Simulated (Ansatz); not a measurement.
Runs of Ansatz 0.2.0 on TiC. Symmetry: Fm-3m, No. 225, cubic system. The conventional cell has a = 4.331 Å, b = 4.331 Å, c = 4.331 Å, α = 90.00°, β = 90.00°, γ = 90.00°. Ti (site symmetry m-3m) is surrounded by 6 C at 2.17 Å. C (site symmetry m-3m) has 6 Ti at 2.17 Å as nearest neighbours. The cell is a database's computed one.

| task | level | cell | k mesh | cutoff (eV) | smearing | points for each segment of the path | mesh quality | gap on the mesh (eV) | pressure (GPa) |
| --- | --- | --- | --- | --- | --- | --- | --- | --- | --- |
| relaxation of cell and atoms | HSE06 | relaxed | 6 × 6 × 6 | 420 | fermi-dirac 0.05 eV | - | coarse | none | - |
| band structure | RPBE | as given | 11 × 11 × 11 | 420 | fermi-dirac 0.05 eV | 14 | not flagged | none | (a) |
| single point | PBE | as given | 11 × 11 × 11 | 600 | fermi-dirac 0.05 eV | - | not flagged | none | 0.2 |
| single point | PBE | as given | 11 × 11 × 11 | 420 | gaussian 0.019 eV | - | not flagged | none | 0.3 |
| single point | PBE | as given | 11 × 11 × 11 | 420 | gaussian 0.025 eV | - | not flagged | none | 0.3 |

Alike in all rows: potentials or basis Ansatz PAW; no spin polarisation.

Problem. Estimate the missing entries.

Solution. (a) 4.9.

Caveats: some runs use coarse meshes; the PAW data sets come from PBE, with cores solved anew for the run's functional, which leaves a small shift of forces and pressure (some runs); the plane-wave basis is chosen anew once the cell has moved, so the energies of steps on either side of that aren't comparable (some runs); the potentials were made for another functional, which shifts forces and pressure (some runs).

A k mesh can miss the band edges.

A gap of «none» marks a metal or a gap under the smearing width.

Not every run made on this cell is shown here.
